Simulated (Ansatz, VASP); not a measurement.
**One calculation of Na, two programs**

INCAR

```
SYSTEM = Na
PREC     = Accurate       ! precision mode
ENCUT    = 520            ! plane-wave cutoff, eV
EDIFF    = 1E-7           ! SCF threshold, eV
ISMEAR   = -1             ! smearing method
SIGMA    = 0.05           ! smearing width, eV
LREAL    = .FALSE.        ! projectors in reciprocal space
LASPH    = .TRUE.         ! aspherical terms in the spheres
NELM     = 80             ! most SCF steps
ALGO     = Normal         ! electronic algorithm
ISIF     = 2              ! what is computed and relaxed
LWAVE    = .FALSE.        ! write WAVECAR
LCHARG   = .FALSE.        ! write CHGCAR
GGA      = CA             ! functional
NBANDS   = 14             ! bands
```

Contents of KPOINTS:

```
Automatic mesh
0
G
  11 11 6
  0 0 0
```

POSCAR

```
Na
1.0
    3.7919487511      0.0000000000      0.0000000000
   -1.8959743756      3.2839239483      0.0000000000
    0.0000000000      0.0000000000      6.1947561546
Na
2
Direct
    0.3333333333      0.6666666667      0.2500000000
    0.6666666667      0.3333333333      0.7500000000
```

Input for Ansatz:

```yaml
crystal:
  lattice:
    - [3.7919487511, 0.0, 0.0]
    - [-1.8959743756, 3.2839239483, 0.0]
    - [0.0, 0.0, 6.1947561546]
  atoms:
    - { symbol: Na, position: [0.3333333333, 0.6666666667, 0.25] }
    - { symbol: Na, position: [0.6666666667, 0.3333333333, 0.75] }
kpoints:
  mp_grid: { grid: [11, 11, 6] }
  band_path:
    path:
      - [0.0, 0.0, 0.0]
      - [0.5, 0.0, 0.0]
      - [0.3333333333, 0.3333333333, 0.0]
      - [0.0, 0.0, 0.0]
      - [0.0, 0.0, 0.5]
      - [0.5, 0.0, 0.5]
      - [0.3333333333, 0.3333333333, 0.5]
      - [0.0, 0.0, 0.5]
      - [0.5, 0.0, 0.5]
    npoints: 5
scf:
  occupations: { method: fermi_dirac, width: 0.05 }
hamiltonian:
  xc: lda
  pseudopotentials: { kind: all_electron, lapw: { basis_error: 0.0005 } }
output:
  forces: true
  stress: true
  eigenvalues: true
```

Change from the starting cell: volume scaled by 1.02.

Alike in both runs: task single point; functional LDA; k mesh 11 × 11 × 6; occupations fermi-dirac, width 0.05 eV; no spin polarisation.

|  | VASP | Ansatz |
| --- | --- | --- |
| version | VASP 6.6.1 | Ansatz 0.2.0 |
| potentials or method | VASP PAW LDA potentials, release 64 (Na_pv) | all-electron LAPW, scalar-relativistic |
| plane-wave cutoff (eV) | 520 | see its input |

```tsv
	VASP	Ansatz	Ansatz less VASP
pressure (GPa)	-1.0	-1.0	+0.02
largest component of the traceless stress (GPa)	0.17	0.17	0.000
```

Ansatz ran all-electron here, so the differences hold the error of VASP's frozen core and of both bases.
